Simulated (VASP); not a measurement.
Set up this calculation in VASP 6.6.1, as the native input.

- Task: G0W0 quasiparticle levels
- Functional: PBE
- Potentials or basis: VASP PAW PBE potentials, release 64 (Ba_sv_GW, Te_GW)
- Cutoff: 450 eV
- k mesh: 6 × 6 × 6
- Occupations: gaussian, width 0.01 eV
- Spin: no spin polarisation
- GW scheme: G0W0
- GW iterations: 1
- Cutoff of the response function: 80
- Frequency points: 50
- Empty bands: 125
- Further INCAR settings: ALGO = EVGW0; EDIFF = 1e-08; NBANDS = 133

Crystal: BaTe.

```
Ba Te
1.0
     4.26247    0.00000    0.00000
     0.00000    4.26247    0.00000
     0.00000    0.00000    4.26247
Ba Te
1 1
Direct
  0.00000 0.00000 0.00000
  0.50000 0.50000 0.50000
```

The cell comes from a database or a generator and needn't be the stable form of this composition.

The input as run:

POSCAR

```
BaTe
1.0
    4.2624660000      0.0000000000      0.0000000000
    0.0000000000      4.2624660000      0.0000000000
    0.0000000000      0.0000000000      4.2624660000
Ba Te
1 1
Direct
    0.0000000000      0.0000000000      0.0000000000
    0.5000000000      0.5000000000      0.5000000000
```

INCAR.step1

```
SYSTEM = BaTe
PREC = Accurate
ENCUT = 450
EDIFF = 1E-8
ISMEAR = 0
SIGMA = 0.01
LREAL = .FALSE.
LASPH = .TRUE.
NELM = 60
ALGO = Fast
LWAVE = .TRUE.
LCHARG = .FALSE.
GGA = PE
```

INCAR.step2

```
SYSTEM = BaTe
PREC = Accurate
ENCUT = 450
EDIFF = 1E-8
ISMEAR = 0
SIGMA = 0.01
LREAL = .FALSE.
LASPH = .TRUE.
NELM = 1
ALGO = Exact
LWAVE = .TRUE.
LCHARG = .FALSE.
GGA = PE
NBANDS = 133
LOPTICS = .TRUE.
ISTART = 1
```

INCAR.step3

```
SYSTEM = BaTe
PREC = Accurate
ENCUT = 450
EDIFF = 1E-8
ISMEAR = 0
SIGMA = 0.01
LREAL = .FALSE.
LASPH = .TRUE.
ALGO = EVGW0
LWAVE = .FALSE.
LCHARG = .FALSE.
GGA = PE
NELMGW = 1
NBANDS = 133
ENCUTGW = 80
NOMEGA = 50
PRECFOCK = Fast
ISTART = 1
NBANDSGW = 16
```

KPOINTS

```
Automatic mesh
0
G
  6 6 6
  0 0 0
```

Potentials or basis: VASP PAW PBE potentials, release 64 (Ba_sv_GW, Te_GW).

Run with:

```bash
$ cat potpaw_PBE.64/Ba_sv_GW/POTCAR potpaw_PBE.64/Te_GW/POTCAR > POTCAR
$ cp INCAR.step1 INCAR
$ mpirun -np 1 vasp_std > vasp.out
$ cp INCAR.step2 INCAR
$ mpirun -np 1 vasp_std > vasp.out
$ cp INCAR.step3 INCAR
$ mpirun -np 1 vasp_std > vasp.out
```

It gave:

| Quantity | Value |
| --- | --- |
| Band gap on the k mesh, mean-field level | 0.88 eV, indirect (least direct gap 1.07 eV) |
| Quasiparticle gap | 1.62 eV |
| Least direct quasiparticle gap | 1.82 eV |

Caveat: bands, screening cutoff and mesh are small and nothing is extrapolated, so the quasiparticle values aren't converged; spin-orbit coupling is left out, which moves the levels of the heavy elements.

Wall time 54 min on 1 thread of AMD EPYC 7R43 64-Core Processor (Zen 3) (shared host), peak memory 1.4 GiB.
